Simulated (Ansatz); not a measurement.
**Pb: relaxation of cell and atoms with PBEsol**

Pb:

```
CELL_PARAMETERS angstrom
3.03861 -1.75032 0.00000
3.03861 1.75032 0.00000
-2.11546 0.00000 6.09522
ATOMIC_POSITIONS crystal
Pb 0.90851 0.90851 0.72629
Pb 0.09149 0.09149 0.27371
```

This isn't the form of Pb at room conditions, which is fcc.

```yaml
Program: Ansatz 0.2.0
Task: relaxation of cell and atoms
Functional: PBEsol
Potentials_or_basis: Ansatz PAW
Cutoff: "420 eV (not typed: the program's choice for these potentials)"
k_mesh: 9 × 9 × 5
Occupations: fermi-dirac, width 0.05 eV
Spin: no spin polarisation
```

- Relaxed volume: 30.05 Å³/atom
- Relaxed cell: a = 3.527 Å, b = 3.527 Å, c = 7.014 Å, α = 121.39°, β = 121.39°, γ = 59.40°
- Space group after relaxing (to 0.05 Å): C2/m (No. 12)
- Energy gained by relaxing: 77.4 meV/atom
- Ionic steps: 14
- Pressure after relaxing: 0.0 GPa
- Band gap on the k mesh: none (metal or under the smearing width)

Step by step:
| step | energy change (eV) | largest force (eV/Å) | volume (Å³) |
| --- | --- | --- | --- |
| 1 | 0.0000 | 0.1368 | 64.84 |
| 2 | -0.0176 | 0.0414 | 61.98 |
| 3 | -0.0192 | 0.0203 | 62.22 |
| 4 | -0.0389 | 0.0133 | 63.15 |
| 5 | -0.0752 | 0.2086 | 62.46 |
| 6 | -0.1270 | 0.1377 | 59.95 |
| 7 | -0.1424 | 0.0350 | 59.82 |
| 8 | -0.1509 | 0.0106 | 60.07 |
| 9 | -0.1529 | 0.0034 | 60.17 |
| 10 | -0.1531 | 0.0005 | 60.04 |
| 11 | -0.1533 | 0.0044 | 60.02 |
| 12 | -0.1548 | 0.0045 | 60.02 |
| 13 | -0.1549 | 0.0005 | 60.10 |
| 14 | -0.1549 | 0.0005 | 60.10 |

Final structure:
```
Pb
1.0
     3.01718   -1.74750   -0.53187
     3.01718    1.74750   -0.53187
    -3.16743    0.00000    6.25756
Pb
2
Cartesian
  3.6587 0.0000 3.6296
  -0.7918 0.0000 1.5643
```

Levels at points of the mesh, in eV from the Fermi level:
```csv
k point,band 10,band 11,band 12,band 13,band 14,band 15,band 16,band 17,band 18
"(0.00, 0.00, 0.00)",-16.67,-11.78,-7.89,-4.18,5.40,5.43,7.09,7.57,7.87
```

It took 64 s on 2 threads of Arm Neoverse V2 (shared host), peak memory 0.41 GiB.

Caveat: the plane-wave basis is chosen anew once the cell has moved, so the energies of steps on either side of that aren't comparable; the PAW data sets come from PBE, with cores solved anew for the run's functional, which leaves a small shift of forces and pressure. The run has no spin-orbit coupling, so splittings on Pb are missing.
